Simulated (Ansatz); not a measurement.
Born–Oppenheimer molecular dynamics of a periodic cell of 16 atoms, Ge (start crystal Ge, start structure diamond, volume 1.1 times the crystal's). It goes on from the last frame of an earlier run, with new velocities.

Theory: DFT PBE-D3(BJ), scalar-relativistic, plane waves, PAW in Ansatz. Settings: accuracy low, cutoff 420 eV, k mesh 2x2x2, fermi-dirac smearing 0.36 eV, no spin polarisation.

| Property | Result |
| --- | --- |
| ensemble | NPT, Langevin |
| time step | 2.25 fs |
| steps asked | 60 |
| set temperature | 2940 K |
| friction | 0.01 /fs |
| pressure | 1 GPa |
| seed | 114214 |

First frame:

```xyz
16
Lattice="0.0000 5.8427 5.8427 5.8427 0.0000 5.8427 5.8427 5.8427 0.0000" Properties=species:S:1:pos:R:3
Ge -0.081 -0.190 0.152
Ge 1.215 1.170 1.428
Ge 2.707 2.930 -0.377
Ge 4.474 3.805 1.302
Ge 2.982 0.204 2.520
Ge 4.195 0.987 4.479
Ge 6.084 3.139 3.046
Ge 7.209 4.446 4.084
Ge -0.592 3.355 2.957
Ge 0.957 4.192 4.690
Ge 2.582 5.237 2.854
Ge 3.991 7.369 4.005
Ge 2.686 3.174 6.352
Ge 4.380 4.502 7.167
Ge 5.669 6.208 5.692
Ge 7.235 7.085 7.653
```

(1) What does the run give?

(2) What happens to the structure?

(3) How do temperature and energy run in time?

Results:

(1) All steps were run.

```json
{
 "steps done": "60",
 "time covered": "135 fs",
 "mean temperature over the second half": "2480 K",
 "spread of the potential energy over the second half": "26.7 meV per atom",
 "mean potential energy of the second half above the start": "-55.3 meV per atom",
 "mean pressure over the second half": "1.9 GPa"
}
```

The conserved energy stayed within 0.38 meV per atom of its start (net change 0.17 meV per atom), so the integration is sound. The mean temperature of the second half is 16 % below the set value. A run of 0.14 ps of so small a system gives no equilibrium averages. Limits of this set-up: coarse k mesh, low accuracy level. The cell's volume went from 399 to 405 Å³.

(2) Mean squared displacements from the first frame to the last, about the centre of mass, the cell's change included: Ge 0.59 Å². Another seed would give other details.

(3) 
| time (fs) | T (K) | potential energy less start (eV) | conserved less start (meV/atom) | P (GPa) | volume (Å³) |
| --- | --- | --- | --- | --- | --- |
| 0.0 | 2756 | 0.000 | 0.00 | 6.0 | 398.9 |
| 11.2 | 2719 | -0.719 | -0.15 | 5.1 | 398.7 |
| 22.5 | 3152 | -1.910 | -0.27 | 3.7 | 399.4 |
| 33.8 | 2898 | -1.882 | -0.10 | 3.3 | 400.6 |
| 45.0 | 2389 | -1.126 | 0.04 | 2.9 | 402.3 |
| 56.2 | 2459 | -0.870 | -0.07 | 3.0 | 402.7 |
| 67.5 | 2281 | -1.123 | 0.05 | 2.4 | 403.8 |
| 78.8 | 3020 | -1.608 | -0.25 | 2.0 | 405.5 |
| 90.0 | 2852 | -1.186 | -0.05 | 1.9 | 406.9 |
| 101.2 | 2500 | -0.661 | 0.15 | 1.8 | 407.2 |
| 112.5 | 2485 | -0.562 | -0.06 | 1.7 | 407.2 |
| 123.8 | 1994 | -0.492 | 0.17 | 1.8 | 406.2 |
| 135.0 | 2093 | -0.447 | 0.17 | 2.0 | 405.0 |

The run took 15 min on 2 threads of Arm Neoverse V2 (shared host), peak memory 1.4 GiB.
